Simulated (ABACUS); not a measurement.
**TiAl under changes of volume**

One of the cells (16.065 Å³/atom); the others are scaled copies at fixed shape and fractional positions:

```
Ti Al
1.0
     3.17906    0.00000    0.00000
     0.00000    3.17906    0.00000
     0.00000    0.00000    3.17906
Ti Al
1 1
Direct
  0.00000 0.00000 0.00000
  0.50000 0.50000 0.50000
```

The cell comes from a database or a generator and needn't be the stable form of this composition.

| Quantity | Value |
| --- | --- |
| Program | ABACUS 3.10.1 |
| Functional | PBE |
| Potentials or basis | PseudoDojo NC SR 0.4.1 PBE standard |
| Cutoff | 1361 eV |
| Density cutoff | 5442 eV |
| Basis | DZP LCAO (the cutoffs set its grid) |
| k mesh | 8 × 8 × 8 |
| Occupations | fermi-dirac, width 0.05 eV |
| Spin | no spin polarisation |

```tsv
volume (Å³/atom)	energy over the lowest point (meV/atom)	pressure (GPa)
15.101	32.88	9.6
15.422	16.79	6.7
15.743	?	?
16.065	0.87	1.6
16.386	0.00	-0.6
16.707	3.40	-2.6
17.028	10.60	-4.4
```

Problem. What does the run at 15.743 Å³/atom give?

Solution. Energy over the lowest point 6.28 meV/atom; pressure 4.0 GPa.

Worked out: A Birch-Murnaghan fit of order 3 (a polynomial in V^(-2/3)) to the other rows has its minimum at 16.28 Å³/atom with B0 = V·E''(V) = 109 GPa and B' = 3.7. It gives 6.30 meV/atom at 15.743 Å³/atom, against the run's 6.28, and -dE/dV = 3.9 GPa, against 4.0.

Energies are extrapolated to zero smearing.

Caveats: the atomic orbitals were generated for these runs and aren't a published set; the basis of atomic orbitals isn't converged, which shifts pressures, moduli and gaps.
